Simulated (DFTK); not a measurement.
Runs of DFTK 0.8.2 on Cl. It takes space group Cmce (No. 64, orthorhombic). The conventional cell has a = 6.290 Å, b = 4.500 Å, c = 8.210 Å, α = 90.00°, β = 90.00°, γ = 90.00°. Around Cl (site symmetry m) lie 1 Cl at 2.02 Å. 

```tsv
task	level	potentials or basis	k mesh	cutoff (eV)	SCF tolerance on the density	symmetries used	mesh quality	gap on the mesh (eV)	pressure (GPa)	largest force (eV/Å)
single point	HSE06	SG15 1.2 (PBE)	2 × 2 × 1	952	1e-05	no	coarse	4.16	-	0.38
single point	PBE	dojo.nc.sr.pbe.v0_4_1.standard.upf (PBE)	7 × 7 × 4	898	1e-06	-	not flagged	(a)	0.6	(b)
single point	PBEsol	dojo.nc.sr.pbesol.v0_4_1.standard.upf (PBEsol)	7 × 7 × 4	898	1e-06	-	not flagged	2.41	-0.9	0.19
band structure	PBEsol	SG15 1.2 (PBE)	5 × 5 × 3	952	1e-06	-	not flagged	2.44	(c)	0.19
band structure	LDA	cp2k.nc.sr.lda.v0_1.semicore.gth (LDA, GTH)	5 × 5 × 3	952	1e-06	-	not flagged	2.33	-	0.33
```

Alike in all rows: no spin polarisation; cell as given; smearing fermi-dirac 0.05 eV.

Q: Estimate the missing entries.

A: (a) 2.47; (b) 0.09; (c) -0.3.

Caveats: some runs use coarse meshes; an odd mesh through Γ misses points on the zone boundary, where band edges often lie (some runs); the potentials were made for another functional, which shifts forces and pressure (some runs); this program's HSE differs a little from the usual definition (some runs).

Not every run made on this cell is shown here.
